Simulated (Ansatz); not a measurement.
**SiO2: Electric field gradients**

The cell is a Materials Project structure (computed, not necessarily an observed phase), taken as it stands.

Space group I-43m (No. 217); a = 8.9170 Å.

```
site  Wyckoff  site symmetry       x       y       z
  Si      12d           -4..  0.2500  0.0000  0.5000
   O      24g            ..m  0.8529  0.1471  0.5155
```

One atom of each set is listed; the run and its k-mesh use a cell of 18 atoms with edges of 7.72, 7.72, 7.72 Å.

The numbers come from a DFT calculation in Ansatz (PBE, plane waves and PAW (field gradients read without the response of the frozen cores, which leaves them typically 4 to 6 % off), scalar-relativistic, 420 eV cutoff, Γ-centred 4×4×4 k-points, Fermi–Dirac smearing 0.02 eV).

V_zz is the principal component of the electric field gradient with the largest magnitude, η = (V_xx − V_yy)/V_zz and C_Q = eQV_zz/h.

¹⁷O: I = 5/2, Q = -25.58 mb. Q values from Pyykkö, Mol. Phys. 116, 1328 (2018).

Question: Which values are expected at the nuclei?

Answer: 

```tsv
site	atoms	first shell	V_zz (10²¹ V/m²)	η	C_Q (MHz)
Si	6	4 O at 1.61 Å	-0.71	0.00	–
O	12	2 Si at 1.61 Å, angle 158°	10.17	0.07	-6.29
```

An axis of threefold or higher order runs through Si, so V_zz lies along it and η is zero. At O V_zz points along the line of its two bonds (within 1°).

Si has no stable isotope with a ground-state quadrupole moment in the table, so no C_Q is given.

The run took 9.6 s of wall time (9.4 s of CPU time) and 0.59 GiB at its peak, on 1 thread of AMD EPYC 9R14 (Zen 4) (x86_64; 16 cores open to the job, memory cap 3.0 GiB, no GPU), a shared host with a load of 0.2 a core.
